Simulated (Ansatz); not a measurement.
## PbS (Galena): equation of state with PBE

Crystal: PbS (Galena).

```xyz
2
Lattice="0.0000 2.9657 2.9657 2.9657 0.0000 2.9657 2.9657 2.9657 0.0000" Properties=species:S:1:pos:R:3 pbc="T T T"
Pb    0.0000    0.0000    0.0000
S     2.9657    2.9657    2.9657
```

```yaml
Program: Ansatz 0.2.0
Task: equation of state
Functional: PBE
Potentials_or_basis: PseudoDojo stringent
Cutoff: 1197 eV
Density_cutoff: 4789 eV
k_mesh: 8 × 8 × 8
Occupations: fermi-dirac, width 0.05 eV
Spin: no spin polarisation
```

| Item | Value |
| --- | --- |
| Equilibrium volume | 27.09 Å³/atom |
| Bulk modulus | 53 GPa |
| Pressure derivative of the bulk modulus | 4.1 |

Energy against volume, from the lowest point:
| volume (Å³/atom) | energy (meV/atom) |
| --- | --- |
| 24.521 | 47.94 |
| 25.042 | 29.40 |
| 25.564 | 15.77 |
| 26.086 | 6.61 |
| 26.607 | 1.48 |
| 27.129 | 0.00 |
| 27.651 | 1.81 |

All runs of the series together: 24 s on 2 threads of Arm Neoverse V1, with other jobs on the host.

Spin-orbit coupling is left out, which matters for the levels of Pb. Zero-point motion and thermal expansion aren't in these numbers.
